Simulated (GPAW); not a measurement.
**Au: relaxation of cell and atoms with PBEsol+D3**

Au:

```
Au
1.0
     2.90000    0.00000    0.00000
    -1.45000    2.51147    0.00000
     0.00000    0.00000    4.88000
Au
2
Direct
  0.66667 0.33333 0.25000
  0.33333 0.66667 0.75000
```

This isn't the form of Au at room conditions, which is fcc.

```
Program             : GPAW 26.7.0
Task                : relaxation of cell and atoms
Functional          : PBEsol
Dispersion          : D3
Potentials or basis : PAW data sets generated in the run's folder for this functional
Cutoff              : 600 eV
Basis               : pw
k mesh              : 9 × 9 × 5
Occupations         : fermi-dirac, width 0.05 eV
Spin                : no spin polarisation
Maxiter             : 150
Optimizer           : BFGS
Fmax                : 0.02 eV/Å
Max steps           : 60
Convergence         : density=1e-05 forces=0.0001
```

```json
{
 "Relaxed volume": "16.81 Å³/atom",
 "Relaxed cell": "a = 2.856 Å, b = 2.856 Å, c = 4.761 Å, α = 90.00°, β = 90.00°, γ = 120.00°",
 "Space group after relaxing (to 0.05 Å)": "P6_3/mmc (No. 194)",
 "Energy gained by relaxing": "27.6 meV/atom",
 "Ionic steps": "6",
 "Pressure after relaxing": "-0.1 GPa",
 "Band gap on the k mesh": "none (metal or under the smearing width)",
 "Dispersion energy per atom": "-0.558 eV"
}
```

The path:
```csv
step,energy change (eV),largest force (eV/Å),pressure (GPa),volume (Å³)
1,0.0000,0.0000,-8.58,35.54
2,-0.0322,0.0000,-5.77,34.82
3,-0.0543,0.0000,0.86,33.47
4,-0.0548,0.0000,-0.02,33.63
5,-0.0550,0.0000,-0.08,33.64
6,-0.0553,0.0000,-0.06,33.63
```

Final structure:
```
CELL_PARAMETERS angstrom
2.85600 0.00000 0.00000
-1.42800 2.47337 0.00000
0.00000 0.00000 4.76064
ATOMIC_POSITIONS crystal
Au 0.66667 0.33333 0.25000
Au 0.33333 0.66667 0.75000
```

Levels at points of the mesh, in eV from the Fermi level:
```
           k point  band 9  band 10  band 11  band 12  band 13  band 14
(0.00, 0.00, 0.00)   -3.69    -2.24    -2.24    -1.30     2.83    15.53
```

It took 74 s on 1 thread of Intel(R) Xeon(R) 6975P-C (Granite Rapids), on a shared host, peak memory 0.25 GiB.

Caveat: with this Au data set, volumes or pressures lay over 1.5 % or 2 GPa off other programs in two to four cells of ten; later steps reuse the first step's grids; pairwise dispersion overbinds metals, which lowers pressure and volume. The run has no spin-orbit coupling, so splittings on Au are missing.
